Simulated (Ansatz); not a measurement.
Runs of Ansatz 0.2.0 on SiNi3. The structure is cubic, space group Pm-3m (No. 221). The conventional cell has a = 3.542 Å, b = 3.542 Å, c = 3.542 Å, α = 90.00°, β = 90.00°, γ = 90.00°. Around Ni (site symmetry 4/mmm) lie 8 Ni at 2.50 Å and 4 Si at 2.50 Å. Si (site symmetry m-3m) has 12 Ni at 2.50 Å as nearest neighbours. 

```csv
level,cutoff (eV),gap on the mesh (eV),pressure (GPa),moment (μB)
PBE,420,none,(b),0.00
r2SCAN,500,none,-13.4,0.22
RPBE,420,none,(c),0.00
LDA,420,none,-20.1,0.00
PBEsol,420,none,(a),0.00
revPBE,420,none,-2.6,0.00
BLYP,420,none,3.5,0.00
```

Alike in all rows: task band structure; potentials or basis Ansatz PAW; spin collinear, ferromagnetic start; cell as given; k mesh 4 × 4 × 4; smearing fermi-dirac 0.05 eV; the mesh is coarse, so values aren't converged.

Q: Estimate the missing entries.

A: (a) -14.1; (b) -5.9; (c) -1.3.

Caveats: all runs use coarse meshes; the starting moments weren't kept; the PAW data sets come from PBE, with cores solved anew for the run's functional, which leaves a small shift of forces and pressure (some runs); the magnetic or orbital state may not be the lowest (some runs).

A gap of «none» marks a metal or a gap under the smearing width.
